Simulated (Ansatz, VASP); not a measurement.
## Two plane-wave programs on Mg

Contents of POSCAR:

```
Mg
1.0
    3.1722934733      0.0000000000      0.0000000000
   -1.5861467366      2.7472867361      0.0000000000
    0.0000000000      0.0000000000     30.3169170444
Mg
5
Direct
    0.6666666667      0.3333333333      0.2308941899
    0.3333333333      0.6666666667      0.3175427371
    0.6666666667      0.3333333333      0.4029988967
    0.3333333333      0.6666666667      0.4886240701
    0.6666666667      0.3333333333      0.5756606224
```

Contents of INCAR.step1:

```
SYSTEM = Mg
  PREC = Accurate
  ENCUT = 520
  ISMEAR = 1
  SIGMA = 0.1
  LREAL = .FALSE.
  LASPH = .TRUE.
  NELM = 100
  LDIPOL = .TRUE.
  IDIPOL = 3
  DIPOL = 0.5 0.5 0.403
  NBANDS = 13
  GGA = PE
  ALGO = Normal
  EDIFF = 1E-4
  LWAVE = .TRUE.
  LCHARG = .FALSE.
```

The input INCAR.step2:

```
SYSTEM = Mg
  PREC = Accurate
  ENCUT = 520
  EDIFF = 1E-6
  ISMEAR = 1
  SIGMA = 0.1
  LREAL = .FALSE.
  LASPH = .TRUE.
  NELM = 100
  ALGO = Normal
  ISIF = 2
  LWAVE = .FALSE.
  LCHARG = .TRUE.
  LDIPOL = .TRUE.
  IDIPOL = 3
  DIPOL = 0.5 0.5 0.403
  METAGGA = R2SCAN
  LMIXTAU = .TRUE.
  LUSE_VDW = .TRUE.
  IVDW_NL = 2
  BPARAM = 11.95
  CPARAM = 0.0093
  LELF = .TRUE.
  LVHAR = .TRUE.
  LVACPOTAV = .TRUE.
  NBANDS = 13
  ISTART = 1
```

KPOINTS

```
regular mesh
0
G
  15 15 1
  0 0 0
```

Input for Ansatz:

```yaml
crystal:
  lattice:
    - [3.1722934733, 0.0, 0.0]
    - [-1.5861467366, 2.7472867361, 0.0]
    - [0.0, 0.0, 30.3169170444]
  atoms:
    - { symbol: Mg, position: [0.6666666667, 0.3333333333, 0.2308941899] }
    - { symbol: Mg, position: [0.3333333333, 0.6666666667, 0.3175427371] }
    - { symbol: Mg, position: [0.6666666667, 0.3333333333, 0.4029988967] }
    - { symbol: Mg, position: [0.3333333333, 0.6666666667, 0.4886240701] }
    - { symbol: Mg, position: [0.6666666667, 0.3333333333, 0.5756606224] }
basis:
  ecutwfc: 500
kpoints:
  mp_grid: { grid: [15, 15, 1] }
hamiltonian:
  xc: r2scan
  dispersion: rvv10
scf:
  occupations: { method: methfessel_paxton, width: 0.1 }
  n_extra_bands: 7
  max_iter: 160
output:
  forces: true
  eigenvalues: true
  write_density: true
  write_potential: true
  elf: true
  volumetric_format: npy
efield:
  axis: 3
  dipole_correction: true
```

Alike in both runs: task single point; functional r2SCAN; dispersion rVV10; k mesh 15 × 15 × 1; occupations methfessel-paxton of order 1, width 0.1 eV; no spin polarisation.

|  | VASP | Ansatz |
| --- | --- | --- |
| version | VASP 6.6.1 | Ansatz 0.2.0 |
| potentials or method | VASP PAW PBE potentials, release 64 (Mg) | scalar-relativistic, plane waves, PAW |
| plane-wave cutoff (eV) | 520 | 500 |
| valence electrons in the cell | 10 | 50 |

|  | VASP | Ansatz | Ansatz less VASP |
| --- | --- | --- | --- |
| gap on the k mesh at the Fermi level (eV) | none | none | - |
| rms of the force components (eV/Å) | 0.007 | 0.007 | -0.0003 |

Atom by atom the forces differ by 0.004 eV/Å (rms over components). A gap of «none» marks a metal or a gap that the smearing closes. The functional is the same, so the differences come from potentials, cutoffs and numerics. The two sets of potentials don't hold the same shells in valence. Ansatz warned: «xc_potential_rough_in_thin_density».

Caveats: the PAW data sets were made with another functional, which shifts forces and pressure a little (VASP).
